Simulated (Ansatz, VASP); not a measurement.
**WSe2: VASP beside Ansatz**

Contents of INCAR:

```
PREC     = Accurate       # precision mode
ENCUT    = 520            # plane-wave cutoff, eV
EDIFF    = 1E-6           # SCF threshold, eV
ISMEAR   = 0              # smearing method
SIGMA    = 0.05           # smearing width, eV
LREAL    = False          # projectors in reciprocal space
LASPH    = True           # aspherical terms in the spheres
NELM     = 100            # most SCF steps
ALGO     = Normal         # electronic algorithm
ISIF     = 2              # what is computed and relaxed
LWAVE    = False          # write WAVECAR
LCHARG   = False          # write CHGCAR
LDIPOL   = True         
IDIPOL   = 3            
DIPOL    = 0.5 0.5 0.393
GGA      = PE             # functional
IVDW     = 12             # dispersion correction
NBANDS   = 35             # bands
```

KPOINTS

```
Automatic mesh
0
Gamma
  9 9 1
```

The input POSCAR:

```
WSe2
1.0
    3.2854926884      0.0000000000      0.0000000000
   -1.6427463442      2.8453201321      0.0000000000
    0.0000000000      0.0000000000     24.2386466672
Se W
4 2
Direct
    0.3333333333      0.6666666667      0.1856539295
    0.3333333333      0.6666666667      0.3246601777
    0.6666666667      1.3333333333      0.4612189569
    0.6666666667      1.3333333333      0.6002252051
    0.6666666667      0.3333333333      0.2551570536
    0.3333333333      1.6666666667      0.5307220810
```

Input for Ansatz:

```yaml
crystal:
  lattice:
    - [3.2854926884, 0.0, 0.0]
    - [-1.6427463442, 2.8453201321, 0.0]
    - [0.0, 0.0, 24.2386466672]
  atoms:
    - { symbol: Se, position: [0.3333333333, 0.6666666667, 0.1856539295] }
    - { symbol: W, position: [0.6666666667, 0.3333333333, 0.2551570536] }
    - { symbol: Se, position: [0.3333333333, 0.6666666667, 0.3246601777] }
    - { symbol: Se, position: [0.6666666667, 1.3333333333, 0.4612189569] }
    - { symbol: W, position: [0.3333333333, 1.6666666667, 0.530722081] }
    - { symbol: Se, position: [0.6666666667, 1.3333333333, 0.6002252051] }
basis:
  ecutwfc: 420
kpoints:
  mp_grid: { grid: [9, 9, 1] }
hamiltonian:
  xc: pbe
  pseudopotentials: { kind: paw, azcp: { folder: soft_1 } }
  dispersion: d3bj
scf:
  occupations: { method: gaussian, width: 0.05 }
output:
  forces: true
  eigenvalues: true
efield:
  axis: 3
  dipole_correction: true
  ramp_width: 0.04
```

Alike in both runs: task single point; functional PBE; dispersion D3(BJ); k mesh 9 × 9 × 1; occupations gaussian, width 0.05 eV; no spin polarisation.

|  | VASP | Ansatz |
| --- | --- | --- |
| version | VASP 6.6.1 | Ansatz 0.2.0 |
| potentials or method | VASP PAW PBE potentials, release 64 (Se, W_sv) | scalar-relativistic, plane waves, PAW |
| plane-wave cutoff (eV) | 520 | 420 |
| valence electrons in the cell | 52 | 92 |

```tsv
	VASP	Ansatz	Ansatz less VASP
gap on the k mesh at the Fermi level (eV)	1.50	1.50	-0.001
least direct gap on the mesh (eV)	1.63	1.63	+0.004
rms of the force components (eV/Å)	0.041	0.024	-0.0162
```

The two sets of potentials don't hold the same shells in valence.

Caveats: spin-orbit coupling is left out, which moves the levels of the heavy elements.
